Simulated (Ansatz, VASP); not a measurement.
## Two plane-wave programs on PbS

```
Pb S
1.0
     4.08970    0.00000    0.00000
    -2.04485    3.54178    0.00000
     0.00000    0.00000    3.78817
Pb S
1 1
Direct
  0.00000 0.00000 0.00000
  0.66667 0.33333 0.50000
```

Alike in both runs: task single point; functional PBE; k mesh 6 × 6 × 4; occupations gaussian, width 0.0065 eV; no spin polarisation.

|  | VASP | Ansatz |
| --- | --- | --- |
| version | VASP 6.6.1 | Ansatz 0.2.0 |
| potentials or method | VASP PAW PBE potentials, release 64 (Pb_d, S) | scalar-relativistic, plane waves, PAW |
| plane-wave cutoff (eV) | 520 | 653 |
| valence electrons in the cell | 20 | 20 |

Ansatz gave:

- pressure (GPa): -0.4
- largest component of the traceless stress (GPa): 0.67

Problem. Estimate VASP's values.

Solution. Pressure (GPa): -0.5; largest component of the traceless stress (GPa): 0.66.

With one functional, cell and mesh, what is left measures potentials, basis and numerics. Ansatz warned: «force_scf_threshold_loose».

Caveats: the k mesh is coarse (spacing up to 0.41 Å⁻¹), so the values aren't converged. Spin-orbit coupling is left out, which matters for the levels of Pb.
